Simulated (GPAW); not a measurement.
**Core-hole calculation of the P K edge in zinc-blende (GaP)₁₋ₓ(InP)ₓ at x = 0.75**

Aim: the P K edge in zinc-blende (GaP)₁₋ₓ(InP)ₓ at x = 0.75, one member of a composition series.

Program: GPAW 26.7.0. Level of theory: X-ray absorption from dipole matrix elements to empty bands, plane-wave PAW LDA. Results are calculated unless marked as measured.

## 1. The structure

The cell holds 16 atoms: 6 In, 8 P and 2 Ga. Cell: a = 8.152 Å, b = 8.152 Å, c = 8.152 Å, α = 60.0°, β = 60.0°, γ = 60.0°. 16-atom zinc-blende cell, 6 of 8 Ga sites taken by In at random, lattice constants typed for the ends and interpolated (Vegard).

## 2. Relaxation

The cell was built by hand, so its atoms are relaxed first: near-edge features follow bond lengths closely.

Contents of relax.py:

```python
import numpy as np
from ase import Atoms
from ase.parallel import parprint, paropen
from gpaw import GPAW, PW, FermiDirac, Mixer, MixerDif, setup_paths
from ase.optimize import BFGS

atoms = Atoms('InPInPInPInPInPInPGaPGaP',
    cell=[[0, 5.7645, 5.7645],
     [5.7645, 0, 5.7645],
     [5.7645, 5.7645, 0]],
    scaled_positions=[[0.000679, 0.003568, 0.001416],
     [0.122577, 0.12581, 0.124867],
     [0.997726, 0.999415, 0.501582],
     [0.123738, 0.128622, 0.623271],
     [0.000706, 0.499719, 0.001008],
     [0.126219, 0.625991, 0.120893],
     [0.999351, 0.498827, 0.50087],
     [0.125351, 0.623153, 0.627391],
     [0.501856, 0.006317, 0.998132],
     [0.623204, 0.125318, 0.124276],
     [0.501128, 0.000903, 0.502266],
     [0.625585, 0.125891, 0.62351],
     [0.497428, 0.500371, 0.999299],
     [0.625107, 0.626626, 0.126715],
     [0.499952, 0.499357, 0.50201],
     [0.626478, 0.623596, 0.624719]],
    pbc=True)
atoms.calc = GPAW(legacy_gpaw=True, mode=PW(400, force_complex_dtype=True), xc='LDA', setups={},
    kpts={'size': (3, 3, 3), 'gamma': True}, occupations=FermiDirac(0.08),
    charge=0, mixer=Mixer(0.1, 5, 50), maxiter=150,
    convergence={'density': 0.0001, 'eigenstates': 1e-6}, txt='relax.txt')
steps = []
opt = BFGS(atoms, logfile='-')
opt.attach(lambda: steps.append([atoms.get_potential_energy(), float(np.linalg.norm(atoms.get_forces(), axis=1).max())]))
done = opt.run(fmax=0.05, steps=30)
out = dict(done=bool(done), steps=steps, frac=atoms.get_scaled_positions().tolist())
import json
with paropen('out.json', 'w') as f:
    json.dump(out, f)
```

Started as:

```
$ OMP_NUM_THREADS=1 mpirun -n 4 gpaw python relax.py
```

Numbers of over 12 decimals in the logs are rounded to 6 here.

What it wrote:

```text
Input parameters:
  convergence: {density: 0.0001,
                eigenstates: 1e-06}
  kpts: {gamma: True,
         size: (3, 3, 3)}
  maxiter: 150
  mixer: {backend: pulay,
          beta: 0.1,
          method: separate,
          nmaxold: 5,
          weight: 50}
  mode: {ecut: 400.0,
         force_complex_dtype: True,
         name: pw}
  occupations: {fixmagmom: False,
                name: fermi-dirac,
[...]
Forces in eV/Ang:
[...]
14 Ga   -0.00166    0.00289    0.01470
 15 P     0.00104    0.00107    0.01553
Step     Time          Energy          fmax
BFGS:    0 01:59:33      -78.469558        1.229781
BFGS:    1 02:00:07      -78.584591        1.001136
BFGS:    2 02:00:48      -78.830921        0.192291
BFGS:    3 02:01:17      -78.835747        0.181533
BFGS:    4 02:01:43      -78.839552        0.107259
BFGS:    5 02:02:08      -78.841740        0.033865
[key lines of the parts left out:]
Converged after 6 iterations.
Dipole moment: (-21.770226, -20.973167, -19.604914) |e|*Ang
Free energy:    -78.841740
Fermi level: 5.00315
```

The job ended after 3.6 min (4 MPI ranks of Arm Neoverse V2, shared host; peak memory 0.36 GiB; 15 min of CPU time).

In 5 steps the energy fell by 372 meV (energies extrapolated to zero smearing) and the largest force to 0.034 eV/Å. Atom 14 (P; the text counts from 1, the script from 0) is among those that moved most, by 0.11 Å.

## 3. Ground state of the crystal

A plain self-consistent run shows whether there is a gap, which decides the set-up of the core-hole run.

Contents of scf.py:

```python
import numpy as np
from ase import Atoms
from ase.parallel import parprint, paropen
from gpaw import GPAW, PW, FermiDirac, Mixer, MixerDif, setup_paths
from gpaw.test import gen
setup_paths.insert(0, '.')
gen('P', name='nch1s', xcname='LDA', corehole=(1, 0, 0), write_xml=True)
from gpaw.mpi import world
world.barrier()

atoms = Atoms('InPInPInPInPInPInPGaPGaP',
    cell=[[0, 5.7645, 5.7645],
     [5.7645, 0, 5.7645],
     [5.7645, 5.7645, 0]],
    scaled_positions=[[0.9995554, 0.0017529, 0.9997823],
     [0.124951, 0.1253411, 0.1261071],
     [0.0000257, 0.9986576, 0.5012259],
     [0.1246844, 0.125446, 0.6248046],
     [0.9985174, 0.5008932, 0.0010294],
     [0.1388725, 0.6223222, 0.1191852],
     [0.0003671, 0.5012174, 0.4985275],
     [0.1391762, 0.6195982, 0.6210516],
     [0.5004157, 0.0018394, 0.9995155],
     [0.6202652, 0.1404752, 0.1211689],
     [0.5000471, 0.999901, 0.5008708],
     [0.6204985, 0.1402564, 0.6199727],
     [0.4993244, 0.5007382, 0.0005155],
     [0.6147842, 0.6180131, 0.1341259],
     [0.4994606, 0.500687, 0.5003109],
     [0.6161453, 0.6163195, 0.6341214]],
    pbc=True)
atoms.calc = calc = GPAW(legacy_gpaw=True, mode=PW(400, force_complex_dtype=True), xc='LDA', setups={5: 'nch1s'},
    kpts={'size': (3, 3, 3), 'gamma': True}, occupations=FermiDirac(0.05),
    charge=0, mixer=Mixer(0.1, 5, 50), maxiter=150,
    convergence={'density': 0.0001, 'eigenstates': 1e-6}, txt='scf.txt')
energy = atoms.get_potential_energy() + calc.get_reference_energy()
ef = calc.get_fermi_level()
out = dict(energy=energy, fermi=ef, forces=atoms.get_forces().tolist())
parprint(f'all-electron energy {energy:.4f} eV, Fermi level {ef:.4f} eV')
ev = np.array([[calc.get_eigenvalues(k, s) for k in range(len(calc.get_ibz_k_points()))] for s in range(calc.get_number_of_spins())])
out['homo'], out['lumo'], out['counts'] = ev[ev < ef].max(), ev[ev > ef].min(), sorted(set((ev < ef).sum((0, 2)).tolist()))
out['filled'] = (ev[:, 0] < ef).sum(1).tolist()
import json
with paropen('out.json', 'w') as f:
    json.dump(out, f)
```

Started as:

```
$ OMP_NUM_THREADS=1 mpirun -n 4 gpaw python scf.py
```

What it wrote:

```text
Input parameters:
  convergence: {density: 0.0001,
                eigenstates: 1e-06}
  kpts: {gamma: True,
         size: (3, 3, 3)}
  maxiter: 150
  mixer: {backend: pulay,
          beta: 0.1,
          method: separate,
          nmaxold: 5,
          weight: 50}
  mode: {ecut: 400.0,
         force_complex_dtype: True,
         name: pw}
  occupations: {fixmagmom: False,
                name: fermi-dirac,
                width: 0.05}
  setups: {5: nch1s}

Initialize ...

[... PAW data sets ...]

Reference energy: -1138802.701198  # eV

Spin-paired calculation

[... convergence settings ...]
Symmetries present (total): 1
  [... symmetry matrices ...]

27 k-points: 3 x 3 x 3 Monkhorst-Pack grid
14 k-points in the irreducible part of the Brillouin zone
       k-points in crystal coordinates                weights
   0:     0.00000000    0.00000000    0.00000000          1/27
   1:     0.00000000    0.00000000    0.33333333          2/27
   2:     0.00000000    0.33333333   -0.33333333          2/27
   3:     0.00000000    0.33333333    0.00000000          2/27
   4:     0.00000000    0.33333333    0.33333333          2/27
   5:     0.33333333   -0.33333333   -0.33333333          2/27
   6:     0.33333333   -0.33333333    0.00000000          2/27
   7:     0.33333333   -0.33333333    0.33333333          2/27
   8:     0.33333333    0.00000000   -0.33333333          2/27
   9:     0.33333333    0.00000000    0.00000000          2/27
          ...
  13:     0.33333333    0.33333333    0.33333333          2/27

Wave functions: Plane wave expansion
  Cutoff energy: 400.000 eV
  Number of coefficients (min, max): 6879, 6975
  Pulay-stress correction: 0.000000 eV/Ang^3 (de/decut=0.000000)
  Using FFTW library
  Wavefunction extrapolation:
    Improved wavefunction reuse through dual PAW basis

Occupation numbers: Fermi-Dirac:
  width: 0.0500  # eV

Eigensolver
   Davidson(niter=2)

Densities:
  Coarse grid: 40*40*40 grid
  Fine grid: 80*80*80 grid
  Total Charge: 0.000000

Density mixing:
  Method: separate
  Backend: pulay
  Linear mixing parameter: 0.1
  old densities: 5
  Width of damping distribution: 1.1
  Damping of long wavelength oscillations: 50

[... Hamiltonian set-up ...]
Number of atoms: 16
Number of atomic orbitals: 94
Number of bands in calculation: 79
Number of valence electrons: 124
Bands to converge: occupied

... initialized

Initializing position-dependent things.

Density initialized from atomic densities
Creating initial wave functions:
  79 bands from LCAO basis set

              In         In In
                         P

                P
                     Ga
                  P
            Ga         In In
         P             P

              P    In
                P

       P

Atomic positions and initial magnetic moments

Positions:
   0 In     5.773350   11.525182    5.772042    ( 0.0000,  0.0000,  0.0000)
   1 P      1.449473    1.447224    1.442809    ( 0.0000,  0.0000,  0.0000)
   2 In     8.646078    2.889465    5.756910    ( 0.0000,  0.0000,  0.0000)
   3 P      4.324820    4.320429    1.441877    ( 0.0000,  0.0000,  0.0000)
   4 In     2.893333    5.761888    8.643352    ( 0.0000,  0.0000,  0.0000)
   5 P      4.274419    1.487574    4.387907    ( 0.0000,  0.0000,  0.0000)
   6 In     5.763029    2.875878    2.891384    ( 0.0000,  0.0000,  0.0000)
[...]
13 P      4.335705    4.317092    7.106460    ( 0.0000,  0.0000,  0.0000)
  14 Ga     5.770252    5.763183    5.765351    ( 0.0000,  0.0000,  0.0000)
  15 P      7.208167    7.207162    7.104543    ( 0.0000,  0.0000,  0.0000)

Unit cell:
           periodic     x           y           z      points  spacing
  1. axis:    yes    0.000000    5.764500    5.764500    40     0.1664
  2. axis:    yes    5.764500    0.000000    5.764500    40     0.1664
  3. axis:    yes    5.764500    5.764500    0.000000    40     0.1664

  Lengths:   8.152234   8.152234   8.152234
  Angles:   60.000000  60.000000  60.000000

Effective grid spacing dv^(1/3) = 0.1816

iter:   1   -81.496644
iter:   2   -80.546699   -1.65  -1.08
iter:   3   -78.985200   -1.50  -1.14
iter:   4   -78.911501   -3.01  -1.51
iter:   5   -78.887221   -2.65  -1.61
iter:   6   -78.866758c  -2.73  -2.21
iter:   7   -78.841884c  -3.68  -2.23
iter:   8   -78.841340c  -4.81  -2.72
iter:   9   -78.841045c  -4.79  -2.83
iter:  10   -78.840889c  -4.79  -3.16
iter:  11   -78.840710c  -5.67  -3.24
iter:  12   -78.840737c  -5.72  -3.67
iter:  13   -78.840670c  -6.01c -3.61
iter:  14   -78.840666c  -6.96c -4.06c

Converged after 14 iterations.

Dipole moment: (-21.769427, -20.974212, -19.605084) |e|*Ang

Energy contributions relative to reference atoms: (reference = -1138802.701198)

Kinetic:       +161.967140
Potential:     -148.570143
External:        +0.000000
XC:             -93.966776
Entropy (-ST):   -0.000513
Local:           +1.729368
SIC:             +0.000000
--------------------------
Free energy:    -78.840923
Extrapolated:   -78.840666

Showing only first 2 kpts
 Kpt  Band  Eigenvalues  Occupancy
  0    60      4.68967    1.99415
  0    61      4.72907    1.98718
  0    62      5.20372    0.02310
  0    63      5.85783    0.00000

  1    60      4.37505    1.99999
  1    61      4.38444    1.99999
  1    62      6.10828    0.00000
  1    63      6.31045    0.00000

Fermi level: 4.98125

Gap: 0.475 eV
Transition (v -> c):
  (s=0, k=0, n=61, [0.00, 0.00, 0.00]) -> (s=0, k=0, n=62, [0.00, 0.00, 0.00])
No difference between direct/indirect transitions

Forces in eV/Ang:
  0 In    0.00702    0.01325   -0.02323
  1 P    -0.00504   -0.02201    0.00377
  2 In    0.00975   -0.01717   -0.02221
  3 P     0.01468   -0.00162    0.01547
  4 In    0.01285   -0.01264    0.01795
  5 P    -0.01141    0.00194   -0.01637
  6 In    0.02966   -0.01230   -0.01864
[...]
13 P    -0.01420    0.01088    0.01029
 14 Ga   -0.00325    0.00401    0.01200
 15 P    -0.00200    0.00954    0.01828
Scalar-relativistic atomic LDA calculation for P (Phosphorus, Z=15)
Core hole in 1s state (1s occupation: 2.0)
450 radial gridpoints.
|------------------------------------------------|
|------------------------------------------------|
[... the atom generator's iteration count ...]

Energy contributions:
-------------------------
Kinetic:     +341.479749
XC:           -21.839194
Potential:   -660.402537
-------------------------
Total:       -340.761981

state      eigenvalue         ekin         rmax
-----------------------------------------------
1s^2.0 :   -76.281580   106.327718        0.068
2s^2.0 :    -6.362337    15.621703        0.420
2p^6.0 :    -4.575935    14.804944        0.354
3s^2.0 :    -0.515028     2.181743        1.565
3p^3.0 :    -0.205646     1.462587        1.827
-----------------------------------------------
(units: Bohr and Hartree)

Generating PAW setup
Kinetic energy of the core from tauc = 333.550059
Cutoffs:
rc(s)=1.800
rc(p)=1.800
rc(d)=1.800
rc(vbar)=1.620
rc(comp)=1.800
rc(nct)=1.800

Kinetic energy of the core states: 332.728503
Charge: 0.0
Core electrons: 10.0
Valence electrons: 5.0
Pseudo-core charge: 0.181656
Shape function alpha=3.086
Pseudo-electron charge 5.454854
state    eigenvalue         norm
--------------------------------
3s(2) :    -0.515028     1.126397
*s    :     0.484972
3p(3) :    -0.205646     1.006802
*p    :     0.794354
*d    :     0.000000
--------------------------------

Diagonalizing with gridspacing h=0.050

state   all-electron     PAW
-------------------------------
3s:      -0.515028    -0.515337
3p:      -0.205646    -0.205904
*d:                    0.038554
*f:                    0.072541
-------------------------------
all-electron energy -1138881.5419 eV, Fermi level 4.9813 eV
```

It took 64 s on 4 MPI ranks; peak memory 0.36 GiB; 4.3 min of CPU time.

The mesh shows a gap of 0.47 eV. The excited electron is kept all the same, so that all members of the series, with or without a gap, are treated alike.

## 4. Reference energy of the cell

The photon energy needs a difference of total energies, so the cell and mesh of the coming hole run are first run without a hole.

Changes to scf.py since step 3:

```diff
@@ -32,3 +32,3 @@
 atoms.calc = calc = GPAW(legacy_gpaw=True, mode=PW(400, force_complex_dtype=True), xc='LDA', setups={5: 'nch1s'},
-    kpts={'size': (3, 3, 3), 'gamma': True}, occupations=FermiDirac(0.05),
+    kpts={'size': (3, 3, 3), 'gamma': True}, occupations=FermiDirac(0.02),
     charge=0, mixer=Mixer(0.1, 5, 50), maxiter=150,
```

What it wrote:

```text
Input parameters:
  convergence: {density: 0.0001,
                eigenstates: 1e-06}
  kpts: {gamma: True,
         size: (3, 3, 3)}
  maxiter: 150
  mixer: {backend: pulay,
          beta: 0.1,
          method: separate,
          nmaxold: 5,
          weight: 50}
  mode: {ecut: 400.0,
         force_complex_dtype: True,
         name: pw}
  occupations: {fixmagmom: False,
                name: fermi-dirac,
[...]
3s(2) :    -0.515028     1.126397
*s    :     0.484972
3p(3) :    -0.205646     1.006802
*p    :     0.794354
*d    :     0.000000
--------------------------------

Diagonalizing with gridspacing h=0.050

state   all-electron     PAW
-------------------------------
3s:      -0.515028    -0.515337
3p:      -0.205646    -0.205904
*d:                    0.038554
*f:                    0.072541
-------------------------------
all-electron energy -1138881.5420 eV, Fermi level 4.9682 eV
[key lines of the parts left out:]
Converged after 14 iterations.
Dipole moment: (-21.768930, -20.973719, -19.604348) |e|*Ang
Free energy:    -78.840837
Fermi level: 4.96821
```

It took 65 s on 4 MPI ranks; peak memory 0.36 GiB.

Reference energy: -1138881.542 eV with the cores included.

[end of part 1 of 3]

[Banner, clock and machine lines of the logs are left out without a mark of their own.]

[Logs are printed without paths, hosts, clocks, repeated set-up lines and the standing remarks that a program may print on its own settings, such as how far it seeks lower states.]

[Hosts, paths, dates, database ids (printed as entryN), source tags and the programs' standing remarks are cut or masked in the printed files.]

[Lists of maxima count a maximum above −3 eV only where it reaches 4 % of the highest in the window and stands out from its surroundings by 2 % of it (1.5 % where it reaches 55 %); shoulders and weaker maxima are passed over, and of the rest the first, up to two pre-edge ones and the few strongest are named.]
